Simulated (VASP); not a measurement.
ZnAu under changes of volume

One of the cells (15.895 Å³/atom); the others are scaled copies at fixed shape and fractional positions:

```xyz
2
Lattice="3.1678 0.0000 0.0000 0.0000 3.1678 0.0000 0.0000 0.0000 3.1678" Properties=species:S:1:pos:R:3 pbc="T T T"
Au    0.0000    0.0000    0.0000
Zn    1.5839    1.5839    1.5839
```

* Program: VASP 6.6.1
* Functional: r2SCAN
* Potentials or basis: VASP PAW PBE potentials, release 64 (Au, Zn)
* Cutoff: 520 eV
* k mesh: 8 × 8 × 8
* Occupations: fermi-dirac, width 0.05 eV
* Spin: no spin polarisation

```tsv
volume (Å³/atom)	energy over the lowest point (meV/atom)	pressure (GPa)
14.648	31.66	11.1
14.960	13.94	7.2
15.272	?	?
15.895	0.00	-1.8
16.207	5.89	-4.1
16.518	15.93	-6.1
```

What does the run at 15.272 Å³/atom give?

Energy over the lowest point 3.30 meV/atom; pressure 3.8 GPa.

Worked out: A Birch-Murnaghan fit of order 3 (a polynomial in V^(-2/3)) to the other rows has its minimum at 15.67 Å³/atom with B0 = V·E''(V) = 136 GPa and B' = 5.6. It gives 3.32 meV/atom at 15.272 Å³/atom, against the run's 3.30, and -dE/dV = 3.8 GPa, against 3.8.

Energies are extrapolated to zero smearing.

Caveats: the PAW data sets were made with another functional, which shifts forces and pressure a little.
